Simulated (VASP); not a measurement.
MgB2 under changes of volume

One of the cells (9.458 Å³/atom); the others are scaled copies at fixed shape and fractional positions:

```xyz
3
Lattice="3.0723 0.0000 0.0000 -1.5361 2.6607 0.0000 0.0000 0.0000 3.4713" Properties=species:S:1:pos:R:3 pbc="T T T"
Mg    0.0000    0.0000    0.0000
B     1.5361    0.8869    1.7356
B     0.0000    1.7738    1.7356
```

| Property | Result |
| --- | --- |
| Program | VASP 6.6.1 |
| Functional | PBEsol |
| Potentials or basis | VASP PAW PBE potentials, release 64 (Mg, B) |
| Cutoff | 520 eV |
| k mesh | 8 × 8 × 8 |
| Occupations | fermi-dirac, width 0.05 eV |
| Spin | no spin polarisation |

| volume (Å³/atom) | energy over the lowest point (meV/atom) | pressure (GPa) |
| --- | --- | --- |
| 9.080 | ? | ? |
| 9.269 | 2.05 | 3.3 |
| 9.458 | 0.00 | 0.0 |
| 9.648 | 1.69 | -3.0 |
| 9.837 | 6.78 | -5.7 |

Problem. What does the run at 9.080 Å³/atom give?

Solution. Energy over the lowest point 8.21 meV/atom; pressure 7.0 GPa.

Worked out: A Birch-Murnaghan fit of order 2 (a polynomial in V^(-2/3)) to the other rows has its minimum at 9.46 Å³/atom with B0 = V·E''(V) = 158 GPa at fixed shape and positions, which overstates the stiffness. It gives 8.24 meV/atom at 9.080 Å³/atom, against the run's 8.21, and -dE/dV = 7.1 GPa, against 7.0.

Energies are extrapolated to zero smearing.

Caveats: the PAW data sets were made with another functional, which shifts forces and pressure a little.
